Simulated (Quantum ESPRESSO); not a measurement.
# AlN/Al(1-x)Ga(x)N (10-10) interfaces, on the lattice of AlN: a series in the share x of Ga, part 2 of 9

Aim: how the results for AlN/Al(1-x)Ga(x)N (10-10) interfaces, on the lattice of AlN change with the share x of Ga.

Quantum ESPRESSO 7.5; plane-wave DFT, LDA, GBRV ultrasoft pseudopotentials.

So far. Step 2 (Variable-cell relaxation of the reference):  The last row is no step: it is a fresh SCF in the final cell with a new plane-wave basis, -1 meV from the row before. The relaxed cell has a = 3.092, c = 4.952 Å (conventional setting).

## Step 3: Ground state of the reference

A bulk run at that cell gives the reference energy and levels.

ref.bulk.in

```
&control
  prefix = 'ref.bulk'
  outdir = './out'
  pseudo_dir = './pseudo'
  calculation = 'scf'
  tprnfor = .true.
/
&system
  ibrav = 0
  nat = 8
  ntyp = 2
  ecutwfc = 40
  ecutrho = 200
  occupations = 'smearing'
  smearing = 'fd'
  degauss = 0.002
  nbnd = 20
/
&electrons
  conv_thr = 1e-09
  mixing_beta = 0.4
  electron_maxstep = 120
/
ATOMIC_SPECIES
  Al  26.9815  al_lda_v1.uspp.F.UPF
  N   14.0070  n_lda_v1.2.uspp.F.UPF
CELL_PARAMETERS angstrom
  3.09241662500000 0.00000000000000 0.00000000000000
  0.00000000000000 4.95246770000000 -0.00000107500000
  0.00000000000000 -0.00000116000000 5.35621903900000
ATOMIC_POSITIONS crystal
  Al  0.500000000000 0.500114910800 0.166667189100
  N   0.500000000000 0.881885129000 0.166666839200
  Al  0.000000000000 0.000115037000 0.333332673200
  N   0.000000000000 0.381884923800 0.333333298700
  Al  0.000000000000 0.500114911100 0.666667188000
  N   0.000000000000 0.881885128700 0.666666838400
  Al  0.500000000000 0.000115036100 0.833332673900
  N   0.500000000000 0.381884923300 0.833333299600
K_POINTS automatic
  10 6 6 0 0 0
```

Run with:

```bash
$ OMP_NUM_THREADS=1 mpirun -n 4 pw.x -nk 4 -in ref.bulk.in > ref.bulk.out
```

What it wrote:

```text
[banner, memory and clock lines left out]
Program PWSCF v.7.5 starts
[citation notice left out]

[...]
Message from routine setup:
[...]
bravais-lattice index     =            0
     lattice parameter (alat)  =       5.8438  a.u.
     unit-cell volume          =     553.5726 (a.u.)^3
     number of atoms/cell      =            8
     number of atomic types    =            2
     number of electrons       =        32.00
     number of Kohn-Sham states=           20
     kinetic-energy cutoff     =      40.0000  Ry
     charge density cutoff     =     200.0000  Ry
     scf convergence threshold =      1.0E-09
     mixing beta               =       0.4000
     number of iterations used =            8  plain     mixing
     Exchange-correlation= SLA  PZ   NOGX NOGC
                           (   1   1   0   0   0   0   0)

[...]
PseudoPot. # 1 for Al read from file:
     ./pseudo/al_lda_v1.uspp.F.UPF
     Pseudo is Ultrasoft + core correction, Zval =  3.0
     Generated by new atomic code, or converted to UPF format
     Using radial grid of  893 points,  3 beta functions with:
                l(1) =   0
                l(2) =   1
                l(3) =   2
     Q(r) pseudized with  8 coefficients,  rinner =    0.900   0.900   0.900
                                                       0.900   0.900

     PseudoPot. # 2 for N  read from file:
     ./pseudo/n_lda_v1.2.uspp.F.UPF
     Pseudo is Ultrasoft + core correction, Zval =  5.0
     Generated by new atomic code, or converted to UPF format
     Using radial grid of  729 points,  4 beta functions with:
                l(1) =   0
                l(2) =   0
                l(3) =   1
                l(4) =   1
     Q(r) pseudized with  8 coefficients,  rinner =    0.900   0.900   0.900

     atomic species   valence    mass     pseudopotential
     Al                3.00    26.98150     Al( 1.00)
     N                 5.00    14.00700     N ( 1.00)

      2 Sym. Ops. (no inversion) found

[...]
number of k points=   120  Fermi-Dirac smearing, width (Ry)=  0.0020

     Number of k-points >= 100: set verbosity='high' to print them.

     Dense  grid:    26433 G-vectors     FFT dimensions: (  27,  45,  45)

     Smooth grid:    18935 G-vectors     FFT dimensions: (  24,  40,  45)

     Initial potential from superposition of free atoms

     starting charge      31.9912, renormalised to      32.0000
     Starting wfcs are   32 randomized atomic wfcs

     per-process dynamical memory:    44.7 Mb

     Self-consistent Calculation

     iteration #  1     ecut=    40.00 Ry     beta= 0.40
     Davidson diagonalization with overlap
     ethr =  1.00E-02,  avg # of iterations =  2.9

     total energy              =    -107.56916270 Ry
     estimated scf accuracy    <       2.45254592 Ry

     iteration #  2     ecut=    40.00 Ry     beta= 0.40
[...]
total energy              =    -108.09557125 Ry
     estimated scf accuracy    <       0.06277841 Ry

     iteration #  3     ecut=    40.00 Ry     beta= 0.40
[...]
total energy              =    -108.09062511 Ry
     estimated scf accuracy    <       0.02300126 Ry

     iteration #  4     ecut=    40.00 Ry     beta= 0.40
[...]
total energy              =    -108.09247476 Ry
     estimated scf accuracy    <       0.00507982 Ry

     iteration #  5     ecut=    40.00 Ry     beta= 0.40
[...]
total energy              =    -108.09274713 Ry
     estimated scf accuracy    <       0.00037947 Ry

     iteration #  6     ecut=    40.00 Ry     beta= 0.40
[...]
total energy              =    -108.09288274 Ry
     estimated scf accuracy    <       0.00000636 Ry

[...]
iteration #  9     ecut=    40.00 Ry     beta= 0.40
[...]
total energy              =    -108.09286800 Ry
     estimated scf accuracy    <       0.00000002 Ry

     iteration # 10     ecut=    40.00 Ry     beta= 0.40
[...]
total energy              =    -108.09286799 Ry
     estimated scf accuracy    <       0.00000009 Ry

     iteration # 11     ecut=    40.00 Ry     beta= 0.40
[...]
total energy              =    -108.09286799 Ry
     estimated scf accuracy    <       0.00000002 Ry

     iteration # 12     ecut=    40.00 Ry     beta= 0.40
[...]
End of self-consistent calculation

     Number of k-points >= 100: set verbosity='high' to print the bands.

     the Fermi energy is     9.5636 ev

!    total energy              =    -108.09286799 Ry
     estimated scf accuracy    <          3.4E-10 Ry
     smearing contrib. (-TS)   =       0.00000000 Ry
     internal energy E=F+TS    =    -108.09286799 Ry

     The total energy is F=E-TS. E is the sum of the following terms:
     one-electron contribution =      -3.73473334 Ry
     hartree contribution      =      22.39651897 Ry
     xc contribution           =     -39.22747451 Ry
     ewald contribution        =     -87.52717912 Ry

     convergence has been achieved in  12 iterations

     Forces acting on atoms (cartesian axes, Ry/au):

     atom    1 type  1   force =     0.00000000    0.00005567   -0.00000156
     atom    2 type  2   force =     0.00000000   -0.00005378   -0.00000286
     atom    3 type  1   force =     0.00000000    0.00005576    0.00000201
     atom    4 type  2   force =     0.00000000   -0.00005551   -0.00000046
     atom    5 type  1   force =     0.00000000    0.00005630   -0.00000141
     atom    6 type  2   force =     0.00000000   -0.00005815   -0.00000054
     atom    7 type  1   force =     0.00000000    0.00005657    0.00000323
     atom    8 type  2   force =     0.00000000   -0.00005687    0.00000160

     Total force =     0.000159     Total SCF correction =     0.000002

[...]
```

The job ended after 24 s (4 MPI ranks of Arm Neoverse V2, shared host; peak memory 0.33 GiB).

This step gave:

```
free energy                          : -1470.6784 eV
Fermi energy                         : 9.564 eV
valence top, on the run's zero       : 7.041 eV
conduction bottom, on the run's zero : 11.40 eV
gap by band count                    : 4.355 eV
```

## Step 4: Potential by pp.x of the reference

plot_num = 11 writes the bare and Hartree potential, from which vacuum levels or, in a crystal, the mean potential are read.

ref.bulk.pot.in

```
&inputpp
  prefix = 'ref.bulk'
  outdir = './out'
  filplot = 'ref.bulk.pot.dat'
  plot_num = 11
/
```

Run with:

```bash
$ OMP_NUM_THREADS=1 mpirun -n 4 pp.x -in ref.bulk.pot.in > ref.bulk.pot.out
```

What it wrote:

```text
[banner, memory and clock lines left out]
Program POST-PROC v.7.5 starts

          URL

     ./out/ref.bulk.save/

     IMPORTANT: XC functional enforced from input :
     Exchange-correlation= PZ
                           (   1   1   0   0   0   0   0)
     Any further DFT definition will be discarded
     Please, verify this is what you really want

     Calling punch_plot, plot_num =  11
     Writing data to file  ref.bulk.pot.dat
     Message from routine chdens:
     namelist plot not found or invalid, exiting
```

Elapsed: 0.7 s, on 4 MPI ranks; peak memory 0.09 GiB.

Electrostatic potential energy of an electron; zero at the highest filled level of the SCF mesh. Potential energy, planar mean against z:

```
z (Å)  potential energy, planar mean (eV)
 0.00                                1.15
 0.12                               0.862
 0.24                             -0.0101
 0.48                               -3.49
 0.60                               -5.88
 0.71                               -8.12
 0.83                               -9.68
 0.95                               -10.3
 1.19                               -9.34
 1.31                               -8.85
 1.43                               -9.03
 1.55                               -9.70
 1.67                               -10.2
 1.79                               -10.1
 2.02                               -7.05
 2.14                               -4.67
 2.26                               -2.41
 2.38                              -0.660
 2.50                               0.499
 2.74                                1.08
 2.86                               0.499
 2.98                              -0.660
 3.09                               -2.41
 3.21                               -4.67
 3.45                               -9.01
 3.57                               -10.1
 3.69                               -10.2
 3.81                               -9.70
 3.93                               -9.03
 4.05                               -8.85
 4.28                               -10.0
 4.40                               -10.3
 4.52                               -9.68
 4.64                               -8.12
 4.76                               -5.88
 5.00                               -1.46
 5.12                             -0.0101
 5.24                               0.862
```

(Continued in part 3 of 9.)

[Logs are printed without paths, hosts, clocks, repeated set-up lines and the standing remarks that a program may print on its own settings, such as how far it seeks lower states.]

[Hosts, paths, dates, database ids (printed as entryN), source tags and the programs' standing remarks are cut or masked in the printed files.]

[Maps of the electrostatic potential energy from Ansatz leave out the sawtooth potential of an applied field or a dipole correction, so their vacuum need not be flat; planar profiles and work functions include it.]
